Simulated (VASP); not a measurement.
# Bi₂Te₃: band gap, by functional and spin-orbit coupling

Bi₂Te₃, sheet, 5 atoms in the cell.

| Functional | Spin-orbit coupling | Gap, path and mesh (eV) | Direct gap, path and mesh (eV) | Gap on the mesh (eV) | c of the potential (pure number) |
|---|---|---|---|---|---|
| mBJ (c = 1.0) | no | 1.12 | 1.40 | 1.16 | 1.000 |
| mBJ (c = 1.1) | no | 1.24 | 1.50 | 1.27 | 1.100 |
| PBE | yes | 0.32 | 0.43 | 0.32 | – |

Limits: rows 1, 2: spin-orbit coupling is left out, and with elements this heavy it changes the gap.

## Input of the first row

INCAR.step1:
```
SYSTEM = Bi2Te3
PREC     = Accurate       ! precision mode
ENCUT    = 520            ! plane-wave cutoff, eV
EDIFF    = 1E-5           ! SCF threshold, eV
ISMEAR   = 0              ! smearing method
SIGMA    = 0.02           ! smearing width, eV
LREAL    = .False.        ! projectors in reciprocal space
LASPH    = .True.         ! aspherical terms in the spheres
GGA_COMPAT= .False.      
ALGO     = Normal         ! electronic algorithm
NELM     = 150            ! most SCF steps
ISIF     = 2              ! what is computed and relaxed
LWAVE    = .True.         ! write WAVECAR
LCHARG   = .False.        ! write CHGCAR
GGA      = PE             ! functional
NBANDS   = 32             ! bands
KPAR     = 4             
```

INCAR.step2, as INCAR.step1 but for:
```
- EDIFF = 1E-5
- NELM = 150
- ISIF = 2
- LWAVE = .True.
- GGA = PE
+ EDIFF = 1E-6
+ NELM = 300
+ ISIF = 0
+ LWAVE = .False.
+ ISTART = 1
+ METAGGA = MBJ
+ CMBJ = 1.0
+ LMIXTAU = .True.
```

KPOINTS:
```
k-points
0
Gamma
  6 6 1
```

KPOINTS_OPT:
```
path GMKGALHA,LM,KH
10
line-mode
reciprocal
 0.0000000000  0.0000000000  0.0000000000  G
 0.5000000000  0.0000000000  0.0000000000  M

 0.5000000000  0.0000000000  0.0000000000  M
 0.3333333333 -0.3333333333  0.0000000000  K

 0.3333333333 -0.3333333333  0.0000000000  K
 0.0000000000  0.0000000000  0.0000000000  G

 0.0000000000  0.0000000000  0.0000000000  G
 0.0000000000  0.0000000000 -0.5000000000  A

 0.0000000000  0.0000000000 -0.5000000000  A
 0.5000000000  0.0000000000 -0.5000000000  L

 0.5000000000  0.0000000000 -0.5000000000  L
 0.3333333333 -0.3333333333 -0.5000000000  H

 0.3333333333 -0.3333333333 -0.5000000000  H
 0.0000000000  0.0000000000 -0.5000000000  A

 0.5000000000  0.0000000000 -0.5000000000  L
 0.5000000000  0.0000000000  0.0000000000  M

 0.3333333333 -0.3333333333  0.0000000000  K
 0.3333333333 -0.3333333333 -0.5000000000  H
```

POSCAR:
```
Bi2Te3
1.0
    4.3860000000      0.0000000000      0.0000000000
    2.1930000000      3.7983874210      0.0000000000
    0.0000000000      0.0000000000     23.5530903334
Te Bi
3 2
Direct
    0.0000000000      0.0000000000      0.5000000000
    0.3333333333      0.3333333333      0.6603418113
    0.6666666667      0.6666666667      0.3396581887
    0.3333333333      0.3333333333      0.4136787018
    0.6666666667      0.6666666667      0.5863212982
```

Commands (each step's output is kept before the next begins):
```
cat potpaw_PBE.64/Te/POTCAR potpaw_PBE.64/Bi_d/POTCAR > POTCAR
cp INCAR.step1 INCAR
mpirun -np 4 vasp_std > vasp.out
cp INCAR.step2 INCAR
mpirun -np 4 vasp_std > vasp.out
```

Changes of the last row against the first:
```
(step 1)
- NBANDS = 32
+ LSORBIT = True
+ NBANDS = 63
+ MAGMOM = 0 0 0 0 0 0 0 0 0 0 0 0 0 0 0
(step 2)
- METAGGA = MBJ
- CMBJ = 1.0
- NBANDS = 32
+ GGA = PE
+ LSORBIT = True
+ NBANDS = 63
+ MAGMOM = 0 0 0 0 0 0 0 0 0 0 0 0 0 0 0
- vasp_std
+ vasp_ncl
```

VASP 6.6.1 took 761 s on 4 cores (AMD EPYC 9R45 (Zen 5)), a shared host.
